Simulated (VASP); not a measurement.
CrO2: single point with PBEsol+U

The system is CrO2.

```
CELL_PARAMETERS angstrom
0.00000 2.33684 2.33684
2.33684 0.00000 2.33684
2.33684 2.33684 0.00000
ATOMIC_POSITIONS crystal
Cr 0.00000 0.00000 0.00000
O 0.25000 0.25000 0.25000
O 0.75000 0.75000 0.75000
```

Measurements of this composition are mostly on another form, of space group No. 136.

```json
{
  "Program": "VASP 6.6.1",
  "Task": "single point",
  "Functional": "PBEsol",
  "Potentials or basis": "VASP PAW PBE potentials, release 64 (Cr_pv, O)",
  "Cutoff": "520 eV",
  "k mesh": "7 × 7 × 7",
  "Occupations": "gaussian, width 0.05 eV",
  "Spin": "collinear spin, ferromagnetic start",
  "Starting moments": "[3.0, 0.0, 0.0] μB",
  "Fixed moment": "4 μB",
  "Hubbard terms": "Cr d U = 5 eV",
  "Further INCAR settings": "ALGO = Fast; EDIFF = 1e-07"
}
```

```json
{
 "Pressure": "38.8 GPa",
 "Net moment": "4.00 μB per cell",
 "Site moments": "Cr +3.24; O +0.29 μB",
 "Valence electrons inside the program's atomic spheres": "Cr 10.76; O 4.98"
}
```

Eigenvalues of the final occupation matrices:
| site | spin | trace | eigenvalues |
| --- | --- | --- | --- |
| site 1 d | 1 | 3.66 | 0.59 0.59 0.59 0.95 0.95 |
| site 1 d | 2 | 0.47 | 0.04 0.04 0.13 0.13 0.13 |

Run time: 29 s on 1 thread of Intel(R) Xeon(R) Platinum 8488C (Sapphire Rapids) (shared host), peak memory 0.17 GiB.

Caveat: a pressure of tens of GPa on the cell as given is suspect, and the run, the potentials or the cell itself is likely at fault; the PAW data sets were made with another functional, which shifts forces and pressure a little; the total moment is fixed, so each spin has its own Fermi level; a cell with one magnetic atom can't hold antiferromagnetic order, which such compounds often take. The state reached can hang on the start; a lower one may exist.
